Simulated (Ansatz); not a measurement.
# Pd (Fm-3m) in Ansatz: single point with revPBE

Aim: the single point of Pd with revPBE.

All numbers are computed with Ansatz 0.2.0; they aren't measurements. Logs are shortened: lines on timing, memory, paths and dates and some standing lists are left out, and cuts for length are marked.

## 1. The undisturbed crystal

Symmetry: Fm-3m, No. 225, cubic system. Conventional cell: a = 3.893 Å, b = 3.893 Å, c = 3.893 Å, α = 90.00°, β = 90.00°, γ = 90.00°. Around Pd (site symmetry m-3m) lie 12 Pd at 2.75 Å.

## 2. Single point, revPBE (volume scaled by 0.8)

The input, input.yaml:

```yaml
crystal:
  lattice:
    - [0.0, 1.8069705329, 1.8069705329]
    - [1.8069705329, 0.0, 1.8069705329]
    - [1.8069705329, 1.8069705329, 0.0]
  atoms:
    - { symbol: Pd, position: [0.0, 0.0, 0.0] }
hamiltonian:
  xc: revpbe
  pseudopotentials: { kind: nc, accuracy: stringent, xc_functional: pbesol }
kpoints:
  mp_grid: { grid: [12, 12, 12] }
scf:
  occupations: { method: cold, width: 0.15 }
  convergence: { dr2_threshold: 1.0e-06 }
output:
  forces: true
  stress: true
  eigenvalues: true
```

Potentials or basis: PseudoDojo stringent (PBEsol files).

The run is started by

```console
ansatz run input.yaml --threads 1 --pin off --max-ram 2560MiB --backend cpu --events-out ev --progress --plain --runs-dir out
```

The program printed:

```text
Warning: The stringent table, which hamiltonian.pseudopotentials names, holds the potential of the library's standard table for Pd (one content_sha256, or a second file that the publisher made of the same generator input, which states another). The run takes no other species from the library, so that hamiltonian.pseudopotentials.accuracy: standard would change no potential of it. The deck needs no change, but a comparison with a run at hamiltonian.pseudopotentials.accuracy: standard does not test the potential of Pd. To test it, run on another potential, such as that of hamiltonian.pseudopotentials: {kind: paw}
Warning: scf.convergence.dr2_threshold = 1e-6 eV is looser than this run's default, which is 1e-7 eV or tighter. The error in the forces grows as the threshold's square root, so leave the key out unless less accurate forces are enough
Warning: output.stress: scf.convergence.dr2_threshold = 1e-6 eV is looser than the 1e-10 eV advised for a printed stress (1e-10 eV for each atom of the cell: 1). What an SCF threshold leaves in a stress goes as its square root, and in the free energy as the threshold itself, and one threshold admits the most on a small cell: of the crystals measured, under no hybrid functional and no lock of the moments, on runs that ended without the residual-converged pass, on stresses that held no estimate of that error, the worst erred by over 100 MPa in a component at 1e-7 eV an atom and by under 5 at 1e-10. Set scf.convergence.dr2_threshold to 1e-10 eV or tighter. The threshold is an SCF's pass mark: one that does not reach it within its budget of iterations ends unconverged, or closes short of it on a stop that the run arms, and scf.convergence.dr2_threshold's page says what that costs each kind of run
Warning: RAYON_NUM_THREADS=1 ignored (pool sized by the plan → 1); use --threads N
Engine: ansatz 0.2.0, x86_64-unknown-linux-gnu
Pseudopotentials: kind: nc
Pseudopotential: Pd, nc, valence charge 18, recommended cutoff 1115.666836 eV (normal), Pd.nc.azcp (PseudoDojo's, or run here from an input of PseudoDojo's; its table is named by hamiltonian.pseudopotentials.accuracy)
Functional definition: revPBE
  parameter kappa = 1.245
  parameter beta = 0.06672455060314922
  exchange = pbe_x(kappa = kappa, mu = beta*pi^2/3)
  correlation = pbe_c(beta = beta)
Crystal: 1 atoms, lattice volume = 11.800 Å³
Basis set: ecut = 1115.666836 eV, 965 PW (Γ), exchange–correlation on 60×60×60 points (8 copies of the dense FFT grid, shifted against one another)
Bands: 13, of which v1, the nominal top of the filled ones, is band 9 counted from 1 (8 counted from 0)
Symmetry: 48 space group operations
Space group: Fm-3m (ITA 225), of the structure as read, at distance tolerance 2.3e-5 Å
k-points: 72 of 1728
Non-local potential: Pd, projectors of the file, l = 0: 2, l = 1: 2, l = 2: 2
Initial density: superposition of atomic densities (chi_scale 0.1, normalization cell)
Initial wavefunctions: pseudopotential atomic-orbital guess
Functional: x = revpbe(κ = 1.245, μ = 0.2195149727645171), c = pbe(β = 0.06672455060314922)
SCF iter   1: F=—  HF=-3674.411272 eV  |F-HF|=—  |Δ(HF+E_count)|=         —  Δρ=1.41e-1  dr2=1.80e0  ethr=3.10e-3  ⟨swp⟩=6.3  Hψ=6215  notcnv=0
preconditioner: auto → none  [metal: Δε(μ)=0.005 eV  Ē_g=16.576 eV  σ=0.150 eV  W_gap=0.02  n_scr=0 (ndim 8)  ℏωp=34.2 eV  f_vac=0.000  D(μ)=1.78/eV (n_scr^D=26)]
SCF iter   2: F=—  HF=-3673.945196 eV  |F-HF|=—  |Δ(HF+E_count)|=   4.66e-1  S|Δr|=    0.00e0  Δρ=5.66e-2  dr2=1.24e-1  ethr=3.10e-3  ⟨swp⟩=3.8  Hψ=2927  notcnv=0
SCF iter   3: F=—  HF=-3673.908309 eV  |F-HF|=—  |Δ(HF+E_count)|=   3.69e-2  S|Δr|=    0.00e0  Δρ=2.13e-2  dr2=1.72e-2  ethr=6.87e-4  ⟨swp⟩=3.1  Hψ=2159  notcnv=0
SCF iter   4: F=—  HF=-3673.905782 eV  |F-HF|=—  |Δ(HF+E_count)|=   2.53e-3  S|Δr|=    0.00e0  Δρ=4.60e-3  dr2=6.83e-4  ethr=9.58e-5  ⟨swp⟩=2.0  Hψ=1266  notcnv=0
SCF iter   5: F=—  HF=-3673.905795 eV  |F-HF|=—  |Δ(HF+E_count)|=   1.37e-5  S|Δr|=    0.00e0  Δρ=3.05e-4  dr2=3.75e-6  ethr=3.80e-6  ⟨swp⟩=2.7  Hψ=1671  notcnv=0
SCF iter   6: F=-3673.905797 eV  HF=-3673.905797 eV  |F-HF|=1.73e-7  |Δ(HF+E_count)|=   1.99e-6  S|Δr|=    0.00e0  Δρ=5.19e-5  dr2=2.24e-7  ethr=5.56e-9  ⟨swp⟩=11.2  Hψ=6455  notcnv=0
SCF 1 converged in 6 iterations: F = -3673.905797 eV  dr2 = 2.24e-7
SCF converged after 6 iterations
Stability not checked: this state was not tested for a lower state beside it, because cold or Methfessel-Paxton smearing, or corrected tetrahedra, fill the levels in a way that the test cannot read (fill_not_monotonic; see scf.lower_state_search)
Free energy (F): -3673.905797 eV
Harris-Foulkes:  -3673.905797 eV  (|F-HF|=1.73e-7)
Internal energy: -3673.904928 eV  (E = F + TS)
E sigma→0 (E₀):  -3673.905507 eV
Entropy (-TS):   -0.000869 eV (-0.869 meV/atom)
Fermi energy:    26.539771 eV
--- Per-component energies (eV) ---
  E_band       = -32.151270
  E_kinetic    = 1248.583095
  E_local      = -2025.022442  (includes V_loc(G=0)·N_el)
  E_nonlocal   = 30.849445
  E_hartree    = 597.154788
  E_xc         = -566.012885
  E_vxc        = -480.892451  (∫ρ·V_xc dr)
  E_ewald      = -2959.456929
  E_smearing   = -0.000869  (= −TS)
  E_closure    = -0.000000  (closes the sum)
  Σ components = -3673.905797   (vs F -3673.905797, Δ=0.00e0)
--- Forces (eV/Å), atoms counted from 1 ---
  atom   1  Pd    -0.00000000    -0.00000000     0.00000000
  max |Σ_I F_I| component: 5.26e-31 eV/Å
--- Stress (GPa, compression-positive) ---
       93.120622       0.000000       0.000000
        0.000000      93.120622       0.000000
       -0.000000      -0.000000      93.120622
  P = ⅓ Tr σ = 93.1206 GPa (931.206 kbar)
--- Band table (eV; the first three rows and the last of 72) ---
  k-point 0: bands = ["-58.3980", "-23.6806", "-23.6806", "-23.6806", "17.6078", "22.5073", "22.5073", "22.5073", "24.8121", "24.8121", "43.9941", "50.0782", "50.0782"]
  k-point 1: bands = ["-58.3883", "-23.7430", "-23.6889", "-23.6889", "17.9147", "22.3802", "22.6254", "22.6254", "24.7498", "24.7498", "44.4187", "48.4846", "50.5136"]
  k-point 2: bands = ["-58.3615", "-23.9121", "-23.7117", "-23.7117", "18.7132", "22.1751", "22.8636", "22.8636", "24.6988", "24.6988", "45.2706", "45.8735", "51.7144"]
  k-point 71: bands = ["-58.2020", "-24.2733", "-24.2733", "-24.0205", "20.3806", "21.7705", "21.7705", "24.6063", "27.0125", "36.9948", "36.9948", "39.1043", "40.1058"]
```

It took 1.1 s on 1 thread of INTEL XEON PLATINUM 8581C at 2.30GHz (Emerald Rapids), shared host; peak memory 0.34 GiB.

What came out:

* Free energy: -3673.9058 eV
* Pressure: 93.1 GPa
* Band gap on the k mesh: none (metal or under the smearing width)

Levels at points of the mesh, in eV from the Fermi level:
```tsv
k point	band 7	band 8	band 9	band 10	band 11	band 12
(0.00, 0.00, 0.00)	-4.03	-4.03	-1.73	-1.73	17.45	23.54
(0.00, 0.00, -0.50)	-4.12	0.00	0.00	0.61	9.43	16.84
(0.00, -0.50, -0.50)	-0.03	0.47	0.47	3.50	13.40	14.66
```

Caveat: the potentials were made for another functional, which shifts forces and pressure; the thresholds are loose for stress.
